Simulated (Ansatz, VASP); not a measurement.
# One calculation of BeS, two programs

The input INCAR:

```
SYSTEM = BeS
PREC     = Accurate       ! precision mode
ENCUT    = 520            ! plane-wave cutoff, eV
EDIFF    = 1E-6           ! SCF threshold, eV
ISMEAR   = 0              ! smearing method
SIGMA    = 0.02           ! smearing width, eV
LREAL    = .False.        ! projectors in reciprocal space
LASPH    = .True.         ! aspherical terms in the spheres
NELM     = 100            ! most SCF steps
ALGO     = Fast           ! electronic algorithm
ISIF     = 2              ! what is computed and relaxed
LWAVE    = .False.        ! write WAVECAR
LCHARG   = .False.        ! write CHGCAR
GGA      = PE             ! functional
NBANDS   = 11             ! bands
```

Contents of KPOINTS:

```
regular mesh
0
Gamma
  8 8 8
  0 0 0
```

POSCAR

```
BeS
1.0
    0.0000000000      2.4379189249      2.4379189249
    2.4379189249      0.0000000000      2.4379189249
    2.4379189249      2.4379189249      0.0000000000
Be S
1 1
Direct
    0.0000000000      0.0000000000      0.0000000000
    0.2500000000      0.2500000000      0.2500000000
```

Input for Ansatz:

```yaml
crystal:
  lattice:
    - [0.0, 2.4379189249, 2.4379189249]
    - [2.4379189249, 0.0, 2.4379189249]
    - [2.4379189249, 2.4379189249, 0.0]
  atoms:
    - { symbol: Be, position: [0.0, 0.0, 0.0] }
    - { symbol: S, position: [0.25, 0.25, 0.25] }
basis:
  ecutwfc: 420
kpoints:
  mp_grid: { grid: [8, 8, 8] }
  band_path:
    path:
      - [[0.0, 0.0, 0.0], [-0.5, -0.5, 0.0], [-0.375, -0.375, 0.25]]
      - [[-0.375, 0.0, 0.375], [0.0, 0.0, 0.0], [0.0, 0.0, 0.5], [-0.5, -0.25, 0.25], [-0.5, -0.5, 0.0]]
    npoints: 14
hamiltonian:
  xc: pbe
scf:
  occupations: { method: gaussian, width: 0.02 }
  n_extra_bands: 6
output:
  forces: true
  stress: true
  eigenvalues: true
  populations: true
  dos: { projected: true, de: 0.02, nscf_kmesh: { grid: [12, 12, 12] } }
  bader: true
  write_density: true
  write_potential: true
  elf: true
  volumetric_format: npy
```

Alike in both runs: task single point; functional PBE; k mesh 8 × 8 × 8; occupations gaussian, width 0.02 eV; no spin polarisation.

|  | VASP | Ansatz |
| --- | --- | --- |
| version | VASP 6.6.1 | Ansatz 0.2.0 |
| potentials or method | VASP PAW PBE potentials, release 64 (Be, S) | scalar-relativistic, plane waves, PAW |
| plane-wave cutoff (eV) | 520 | 420 |
| valence electrons in the cell | 8 | 8 |

Ansatz gave:

```
gap on the k mesh at the Fermi level (eV) : 3.14
least direct gap on the mesh (eV)         : 5.66
pressure (GPa)                            : 0.0
```

Problem. Which values does VASP return?

Solution. gap on the k mesh at the Fermi level (eV): 3.15; least direct gap on the mesh (eV): 5.68; pressure (GPa): 0.0.

A k mesh can miss the band edges.
